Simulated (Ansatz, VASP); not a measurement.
One calculation of V, two programs

```xyz
1
Lattice="2.4518 0.0000 0.0000 0.0000 2.4518 0.0000 0.0000 0.0000 2.4518" Properties=species:S:1:pos:R:3 pbc="T T T"
V     0.0000    0.0000    0.0000
```

Alike in both runs: functional PBE; k mesh 16 × 16 × 16; occupations fermi-dirac, width 0.1 eV; no spin polarisation.

Ansatz relaxed the structure, and its values are those at the end. VASP's run is a single point on that final structure, the one shown.

```csv
,VASP,Ansatz
version,VASP 6.6.1,Ansatz 0.2.0
potentials or method,"VASP PAW PBE potentials, release 64 (V_sv)","PAW with Ansatz's default frozen-core files, scalar-relativistic"
plane-wave cutoff (eV),520,420
valence electrons in the cell,13,13
```

```csv
,VASP,Ansatz,Ansatz less VASP
pressure (GPa),0.1,-0.2,-0.28
```

With one functional, cell and mesh, what is left measures potentials, basis and numerics.
